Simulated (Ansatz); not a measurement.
**Levels at Γ against strain in KI**

```yaml
crystal:
  lattice:
    - [0.00000, 3.52455, 3.52455]
    - [3.52455, 0.00000, 3.52455]
    - [3.52455, 3.52455, 0.00000]
  atoms:
    - { symbol: K, position: [0.00000, 0.00000, 0.00000] }
    - { symbol: I, position: [0.50000, 0.50000, 0.50000] }
```

Atom numbers follow the list: K1, I2.

The cell is COD entry 9009735, as deposited and not checked against the literature; nothing was relaxed.

Spin–orbit coupling is left out, though it moves levels of the heavy atoms by tenths of an eV or more.

Computed with DFT, PBEsol, all-electron LAPW, scalar-relativistic (Ansatz 0.2.0).

Numerical set-up: a Γ-centred 8×8×8 k mesh, Fermi–Dirac smearing of 0.01 eV, basis error target 1 meV/atom, no spin polarisation.

The cell is scaled evenly. Fractional coordinates are held (clamped ions).

Only quantities that a quadratic follows smoothly over the whole series are listed; rougher ones are left out.

| ln(V/Vcell) | direct gap at Γ (eV) | smallest gap on mesh and path (eV) |
| --- | --- | --- |
| -0.0619 | 3.971 | 3.971 |
| -0.0408 | 3.922 | 3.922 |
| -0.0202 | 3.876 | 3.876 |
| 0.0000 | 3.832 | 3.832 |
| 0.0100 | 3.811 | 3.811 |
| 0.0198 | 3.791 | 3.791 |
| 0.0392 | 3.751 | 3.751 |
| 0.0583 | 3.714 | 3.714 |

(1) Fit the series and give the slopes at zero strain.

(2) One run, at ln(V/Vcell) = -0.0101, is withheld. Predict its row.

Answers

(1) Least-squares fits y = p0 + p1 x + p2 x² to the rows give direct gap at Γ (eV): p1 = -2.13, p2 = 1.8; smallest gap on mesh and path (eV): p1 = -2.13, p2 = 1.8. So dEg/dln V = -2.1 eV for the direct gap at Γ, the fundamental gap of this crystal. Semilocal gaps are too small, but their slopes carry over better.

(2) The fits give 3.854, 3.854; the run gave 3.854, 3.854.
